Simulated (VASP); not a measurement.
Here is a VASP 6.6.1 calculation.

Contents of INCAR:

```
PREC     = Accurate       # precision mode
ENCUT    = 500            # plane-wave cutoff, eV
EDIFF    = 1E-6           # SCF threshold, eV
ISMEAR   = 0              # smearing method
SIGMA    = 0.02           # smearing width, eV
LREAL    = F              # projectors in reciprocal space
LASPH    = T              # aspherical terms in the spheres
NELM     = 100            # most SCF steps
ALGO     = Fast           # electronic algorithm
ISIF     = 2              # what is computed and relaxed
LWAVE    = F              # write WAVECAR
LCHARG   = T              # write CHGCAR
GGA      = PE             # functional
LELF     = T              # ELF
LVHAR    = T
```

Contents of KPOINTS:

```
regular mesh
0
Gamma
  6 6 6
```

Contents of POSCAR:

```
HgTe
1.0
   -3.0456030000      3.0456030000      1.5594100000
    3.0456030000     -3.0456030000      1.5594100000
    3.0456030000      3.0456030000     -1.5594100000
Hg Te
1 1
Direct
    0.7500000000      0.2500000000      0.5000000000
    0.0000000000      0.0000000000      0.0000000000
```

Potentials or basis: VASP PAW PBE potentials, release 64 (Hg_sv_GW, Te_GW).

Command:

```bash
$ cat potpaw_PBE.64/Hg_sv_GW/POTCAR potpaw_PBE.64/Te_GW/POTCAR > POTCAR
$ mpirun -np 1 vasp_std > vasp.out
```

Task: What does it give for the pressure?

Result: -0.7 GPa.

Task: Predict the band gap on the k mesh.

Result: None (metal or under the smearing width).

Stress tensor (GPa, compression positive):
```
-0.85  0.00  0.00
 0.00 -0.85  0.00
 0.00  0.00 -0.33
```

Caveat: the k mesh is coarse (spacing up to 0.38 Å⁻¹), so the values aren't converged. The run has no spin-orbit coupling, so splittings on Hg, Te are missing.
